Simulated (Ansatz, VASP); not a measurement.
**One calculation of TiNi, two programs**

File POSCAR:

```
TiNi
1.0
    2.9885840077      0.0000000000      0.0000000000
    0.0000000000      2.9885840077      0.0000000000
    0.0000000000      0.0000000000      2.9885840077
Ti Ni
1 1
Direct
    0.5000000000      0.5000000000      0.5000000000
    0.0000000000      0.0000000000      0.0000000000
```

The input INCAR.step1:

```
SYSTEM = TiNi
ALGO = Normal ; EDIFF = 1E-4
ENCUT = 520 ; GGA = PE
ISMEAR = 0 ; LASPH = .True.
LCHARG = .False. ; LREAL = .False.
LWAVE = .True. ; NBANDS = 18
NELM = 60 ; PREC = Accurate
SIGMA = 0.1
```

File INCAR.step2:

```
SYSTEM = TiNi
ALGO = Normal ; EDIFF = 1E-7
ENCUT = 520 ; ISIF = 2
ISMEAR = 0 ; ISTART = 1
LASPH = .True. ; LCHARG = .False.
LMIXTAU = .True. ; LREAL = .False.
LWAVE = .False. ; METAGGA = R2SCAN
NBANDS = 18 ; NELM = 60
PREC = Accurate ; SIGMA = 0.1
```

KPOINTS

```
k-points
0
Gamma
  14 14 14
  0 0 0
```

Input for Ansatz:

```yaml
crystal:
  lattice:
    - [2.9885840077, 0.0, 0.0]
    - [0.0, 2.9885840077, 0.0]
    - [0.0, 0.0, 2.9885840077]
  atoms:
    - { symbol: Ti, position: [0.5, 0.5, 0.5] }
    - { symbol: Ni, position: [0.0, 0.0, 0.0] }
basis:
  ecutwfc: 500
kpoints:
  mp_grid: { grid: [14, 14, 14] }
  band_path:
    path:
      - [[0.0, 0.0, 0.0], [0.0, 0.5, 0.0], [0.5, 0.5, 0.0], [0.0, 0.0, 0.0], [0.5, 0.5, 0.5], [0.0, 0.5, 0.0]]
      - [[0.5, 0.5, 0.5], [0.5, 0.5, 0.0]]
    npoints: 14
hamiltonian:
  xc: r2scan
scf:
  occupations: { method: gaussian, width: 0.1 }
  n_extra_bands: 6
output:
  forces: true
  stress: true
  eigenvalues: true
  populations: true
  dos: { projected: true, de: 0.02, nscf_kmesh: { grid: [21, 21, 21] } }
  bader: true
checkpoint:
  read: start.run
  write: ck
  compress: false
  write_wavefunctions: false
  write_every: 100000
```

The cell comes from a database or a generator and needn't be the stable form of this composition.

Alike in both runs: task single point; functional r2SCAN; k mesh 14 × 14 × 14; occupations gaussian, width 0.1 eV; no spin polarisation.

```csv
,VASP,Ansatz
version,VASP 6.6.1,Ansatz 0.2.0
potentials or method,"VASP PAW PBE potentials, release 64 (Ti_sv, Ni)","scalar-relativistic, plane waves, PAW"
plane-wave cutoff (eV),520,500
valence electrons in the cell,22,30
```

|  | VASP | Ansatz | Ansatz less VASP |
| --- | --- | --- | --- |
| gap on the k mesh at the Fermi level (eV) | none | none | - |
| pressure (GPa) | 0.5 | 0.0 | -0.52 |

A gap of «none» marks a metal or a gap that the smearing closes. The two sets of potentials don't hold the same shells in valence.

Caveats: the PAW data sets were made with another functional, which shifts forces and pressure a little (VASP). Spin polarisation is off, so any magnetic state and its effect on volume and gap are missing.
